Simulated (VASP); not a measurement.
Be2C in VASP 6.6.1, single-point calculation

INCAR

```
NBANDS = 11
MAGMOM = 3 -3 3
ALGO = Normal
METAGGA = RTPSS
ISIF = 2
LWAVE = .FALSE.
ISMEAR = 0
ENCUT = 520
LREAL = .FALSE.
PREC = Accurate
ISPIN = 2
LASPH = .TRUE.
IBRION = -1
SIGMA = 0.01
EDIFF = 1E-7
LCHARG = .FALSE.
NELM = 120
NSW = 0
```

KPOINTS

```
KPOINTS created by Atomic Simulation Environment
0
Gamma
10 10 10
0 0 0
```

POSCAR

```
C  Be
 1.0000000000000000
     0.0000000000000000    2.1388807821000002    2.1388807821000002
     2.1388807821000002    0.0000000000000000    2.1388807821000002
     2.1388807821000002    2.1388807821000002    0.0000000000000000
 C   Be
   1   2
Cartesian
  0.0000000000000000  0.0000000000000000  0.0000000000000000
  1.0694403910500001  1.0694403910500001  1.0694403910500001
  3.2083211731500003  3.2083211731500003  3.2083211731500003
```

The recommended PBE PAW datasets give the neutral cell 8 valence electrons.

Command

```
mpirun -np 1 vasp_std
```

OSZICAR

```
N       E                     dE             d eps       ncg     rms          rms(c)
DAV:   1     0.102276684367E+02    0.10228E+02   -0.38122E+03  2649   0.708E+02
DAV:   2    -0.189003364974E+02   -0.29128E+02   -0.27702E+02  3401   0.166E+02
DAV:   3    -0.211207086153E+02   -0.22204E+01   -0.21857E+01  3984   0.407E+01
DAV:   4    -0.212749834684E+02   -0.15427E+00   -0.15056E+00  4000   0.927E+00
DAV:   5    -0.212976546931E+02   -0.22671E-01   -0.22371E-01  4056   0.312E+00    0.957E+00
DAV:   6    -0.142304322439E+02    0.70672E+01   -0.29820E+02  2068   0.200E+02    0.744E+00
DAV:   7    -0.201913715267E+02   -0.59609E+01   -0.20493E+01  2779   0.467E+01    0.538E+00
DAV:   8    -0.203770812557E+02   -0.18571E+00   -0.15299E+00  2397   0.672E+00    0.403E+00
DAV:   9    -0.204914189306E+02   -0.11434E+00   -0.26320E+00  2227   0.102E+01    0.269E+00
DAV:  10    -0.206161200876E+02   -0.12470E+00   -0.13790E-01  2744   0.262E+00    0.224E+00
DAV:  11    -0.206915702685E+02   -0.75450E-01   -0.95118E-02  2275   0.167E+00    0.115E+00
DAV:  12    -0.207117076673E+02   -0.20137E-01   -0.84689E-02  2179   0.163E+00    0.374E-01
DAV:  13    -0.207150157702E+02   -0.33081E-02   -0.43190E-03  2411   0.465E-01    0.167E-01
DAV:  14    -0.207154881662E+02   -0.47240E-03   -0.89530E-04  2499   0.174E-01    0.826E-02
DAV:  15    -0.207156810404E+02   -0.19287E-03   -0.10099E-03  2188   0.189E-01    0.255E-02
DAV:  16    -0.207156960109E+02   -0.14970E-04   -0.33681E-05  2464   0.488E-02    0.130E-02
DAV:  17    -0.207156970215E+02   -0.10106E-05   -0.14004E-06  2563   0.826E-03    0.649E-03
DAV:  18    -0.207156982948E+02   -0.12733E-05   -0.11446E-06  2169   0.596E-03    0.219E-03
DAV:  19    -0.207156985533E+02   -0.25849E-06   -0.73552E-07  2129   0.511E-03    0.535E-04
DAV:  20    -0.207156986161E+02   -0.62857E-07   -0.18735E-08  1064   0.107E-03
   1 F= -.20715699E+02 E0= -.20715699E+02  d E =-.208278E-13  mag=     0.0000
```

Standard output (part)

```
POSCAR found type information on POSCAR C Be
 POSCAR found :  2 types and       3 ions
 LDA part: xc-table for (None), standard interpolation
 POSCAR, INCAR and KPOINTS ok, starting setup
 WAVECAR not read
 entering main loop
```

It converged. Results: pressure 7.2 GPa; magnetic moment of the cell 0.00 μB.

For comparison, a separate r²SCAN run of the intended cell, on usual settings and not on those above, gives a gap of 1.54 eV on its mesh and a pressure of 7.6 GPa.

The run above took about 67 s on one core of a shared host (Intel Xeon Platinum 8488C) and held 0.16 GiB at most.
